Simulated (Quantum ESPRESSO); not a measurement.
Cr, 1 atom in the cell. The structure is cubic, space group Im-3m (No. 229). The conventional cell has a = 2.969 Å, b = 2.969 Å, c = 2.969 Å, α = 90.00°, β = 90.00°, γ = 90.00°. Cr (site symmetry m-3m) is surrounded by 8 Cr at 2.57 Å. 

- Program: Quantum ESPRESSO 7.5
- Task: phonons
- Functional: PBEsol
- Potentials or basis: GBRV 1.5 PBEsol
- Cutoff: 612 eV
- Density cutoff: 4898 eV
- k mesh: 10 × 10 × 10
- Occupations: cold, width 0.2 eV
- Spin: collinear spin, ferromagnetic start
- Starting moments: [3.0] μB
- Target pressure: 40 GPa
- Mixing beta: 0.3
- Most SCF iterations: 120
- SCF threshold: 2e-10 Ry

Potentials or basis: GBRV 1.5 PBEsol.

The run is started by

```bash
$ OMP_NUM_THREADS=1 mpirun -n 4 pw.x -nk 4 -in pw.in > pw.out
$ OMP_NUM_THREADS=1 mpirun -n 4 pw.x -nk 4 -in relax.in > relax.out
$ OMP_NUM_THREADS=1 mpirun -n 4 pw.x -nk 4 -in scf2.in > scf2.out
$ OMP_NUM_THREADS=1 mpirun -n 4 ph.x -nk 4 -in ph.in > ph.out
```

Hardware: 4 MPI ranks on Intel(R) Xeon(R) Processor @ 2.50GHz (Skylake/Cascade Lake) (shared host).

Task: Estimate the wall time of this run.

Result: It took 2.3 min on 4 MPI ranks on Intel(R) Xeon(R) Processor @ 2.50GHz (Skylake/Cascade Lake), with other jobs on the host, peak memory 0.36 GiB a rank. Counts: scf iterations 92, k pools 4, bands 16, ion steps 7, k points 47, g dense 10149.
